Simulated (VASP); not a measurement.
Sn:

```xyz
2
Lattice="0.0000 3.2333 3.2333 3.2333 0.0000 3.2333 3.2333 3.2333 0.0000" Properties=species:S:1:pos:R:3 pbc="T T T"
Sn    4.8500    4.8500    4.8500
Sn    3.2333    3.2333    3.2333
```

This isn't the form of Sn at room conditions, which is tetragonal (white tin).

| Item | Value |
| --- | --- |
| Program | VASP 6.6.1 |
| Task | relaxation of cell and atoms |
| Functional | vdW-DF |
| Potentials or basis | VASP PAW PBE potentials, release 64 (Sn_d) |
| Cutoff | 600 eV |
| k mesh | 7 × 7 × 7 |
| Occupations | fermi-dirac, width 0.05 eV |
| Spin | no spin polarisation |

At the start: pressure 5.9 GPa; volume 33.80 Å³/atom.

Problem. Where does the relaxation end?

Solution. Over 5 steps the energy falls by 79.6 meV/atom and the volume is 38.84 Å³/atom (+14.9 %); space group Fd-3m (No. 227, to 0.05 Å).

Step by step:
| step | energy change (eV) | largest force (eV/Å) | pressure (GPa) | volume (Å³) |
| --- | --- | --- | --- | --- |
| 1 | 0.0000 | 0.0000 | 5.85 | 67.61 |
| 2 | -0.1506 | 0.0000 | -0.96 | 80.43 |
| 3 | -0.1592 | 0.0000 | 0.05 | 77.54 |
| 4 | -0.1592 | 0.0000 | -0.03 | 77.74 |
| 5 | -0.1593 | 0.0000 | -0.01 | 77.67 |

Final structure:
```
Sn
1.0
     0.00000    3.38648    3.38648
     3.38648    0.00000    3.38648
     3.38648    3.38648    0.00000
Sn
2
Direct
  0.75000 0.75000 0.75000
  0.50000 0.50000 0.50000
```

Caveat: the PAW data sets were made with another functional, which shifts forces and pressure a little; the volume moved by +15 % from the deposited cell, more than functionals usually miss.
